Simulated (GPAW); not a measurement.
Ir:

```
CELL_PARAMETERS angstrom
0.00000 1.91560 1.91560
1.91560 0.00000 1.91560
1.91560 1.91560 0.00000
ATOMIC_POSITIONS crystal
Ir 0.00000 0.00000 0.00000
```

```yaml
Program: GPAW 26.7.0
Task: relaxation of cell and atoms
Functional: PBEsol
Dispersion: D4
Potentials_or_basis: PAW data sets generated in the run's folder for this functional
Cutoff: 600 eV
Basis: pw
k_mesh: 12 × 12 × 12
Occupations: fermi-dirac, width 0.05 eV
Spin: no spin polarisation
```

At the start: pressure -7.4 GPa; volume 14.06 Å³/atom.

Where does the relaxation end?

Over 3 steps the energy falls by 6.1 meV/atom and the volume is 13.80 Å³/atom (-1.9 %); space group Fm-3m (No. 225, to 0.05 Å).

The path:
| step | energy change (eV) | largest force (eV/Å) | pressure (GPa) | volume (Å³) |
| --- | --- | --- | --- | --- |
| 1 | 0.0000 | 0.0000 | -7.43 | 14.06 |
| 2 | -0.0047 | 0.0000 | 3.64 | 13.67 |
| 3 | -0.0061 | 0.0000 | -0.10 | 13.80 |

Final structure:
```yaml
crystal:
  lattice:
    - [0.00000, 1.90356, 1.90356]
    - [1.90356, 0.00000, 1.90356]
    - [1.90356, 1.90356, 0.00000]
  atoms:
    - { symbol: Ir, position: [0.00000, 0.00000, 0.00000] }
```

Caveat: later steps reuse the first step's grids; pairwise dispersion overbinds metals, which lowers pressure and volume.
